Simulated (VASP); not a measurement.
# In: molecular dynamics with the cell free or held by constraints

In, I4/mmm (no. 139), 8 atoms in the cell. PBE, constrained or biased molecular dynamics; PAW potentials In (PBE set).

| Held coordinates | Spread of the volume (Å³) | Time (s) |
|---|---|---|
| none | 0.43 | 92 |
| volume held, shape free | 0.00 | 94 |
| angles held, lengths free | 0.46 | 96 |

Limits: each run has its own random start, so only a spread that vanishes tells of a constraint; the run is only 0.12 ps long, so its averages are rough.

## Input of the first row

INCAR:
```
SYSTEM = In
  ALGO = Normal
  EDIFF = 1E-5
  ENCUT = 240
  IBRION = 0
  ISIF = 3
  ISMEAR = 1
  ISYM = 0
  LANGEVIN_GAMMA = 10
  LANGEVIN_GAMMA_L = 10
  LCHARG = .FALSE.
  LREAL = .FALSE.
  LWAVE = .FALSE.
  MDALGO = 3
  NELMIN = 4
  NSW = 60
  PMASS = 1000
  POTIM = 2.0
  PREC = Normal
  RANDOM_SEED = 326260 0 0
  SIGMA = 0.2
  TEBEG = 500
```

KPOINTS:
```
k-points
0
Gamma
  3 3 3
```

POSCAR:
```
In
1.0
    6.5018800000      0.0000000000      0.0000000000
    0.0000000000      6.5018800000      0.0000000000
    0.0000000000      0.0000000000      4.9474000000
In
8
Direct
    0.0000000000      0.0000000000      0.0000000000
    0.0000000000      0.5000000000      0.0000000000
    0.5000000000      0.0000000000      0.0000000000
    0.5000000000      0.5000000000      0.0000000000
    0.2500000000      0.2500000000      0.5000000000
    0.2500000000      0.7500000000      0.5000000000
    0.7500000000      0.2500000000      0.5000000000
    0.7500000000      0.7500000000      0.5000000000
```

Commands:
```
cat potpaw_PBE.64/In/POTCAR > POTCAR
mpirun -np 4 vasp_std > vasp.out
```

ICONST of row 3:
```
LA 1 2 0
LA 1 3 0
LA 2 3 0
```

VASP 6.6.1 took 92 s on 4 cores (Intel Xeon Platinum 8488C (Sapphire Rapids)), a shared host.
